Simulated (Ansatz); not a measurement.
Here is an unrelaxed guess for P.

This is a two-dimensional sheet: the third axis spans vacuum and isn't periodic.

```xyz
4
Lattice="3.4514 0.0000 0.0000 -1.7257 2.9890 0.0000 0.0000 0.0000 20.0000" Properties=species:S:1:pos:R:3 pbc="T T F"
P     1.7257    0.9963    8.4250
P     0.0000    1.9927    7.2905
P     0.0000    0.0000   11.5750
P     0.0000    1.9927   12.7095
```

Computed with Ansatz, DFT PBE+D3(BJ), scalar-relativistic, plane waves, PAW. Cutoff 420 eV; k points 6×6×1 on the computed 4-atom cell (Γ-centred); Gaussian smearing, width 0.10 eV; no spin polarisation.

Energies count from the standard state of P at the same level. The references include black phosphorus.

Q: How far from equilibrium is it?

A: The largest force is 0.92 eV/Å, and the energy is +0.22 eV/atom against the standard state. The shortest distance is 2.29 Å.

Q: Is it a good guess?

A: A fair one: relaxing gains about 0.09 eV/atom in 12 ionic steps and ends at +0.129 eV/atom on the finer mesh. The symmetry stays p-3m1 (No. 72). The area per atom shrinks by 11.0 %, from 2.6 to 2.3 Å². The shortest distance goes from 2.29 Å (P–P) to 2.25 Å (P–P). In-plane cell: a = 3.257 Å, b = 3.257 Å, γ = 120.0°, thickness 5.82 Å between the outermost nuclei. P at height 1.24 Å has 3 P at 2.25 Å; P at height 0.00 Å has 3 P at 2.25 Å.

The last run used a 12×12×1 mesh for its 4-atom cell and Gaussian smearing of 0.02 eV. The relaxation can't lower the symmetry of the start, and the grade says only how near the guess is to its own end. A later test with randomly moved atoms came back to the same energy, though modes that don't fit the test's cell weren't probed.
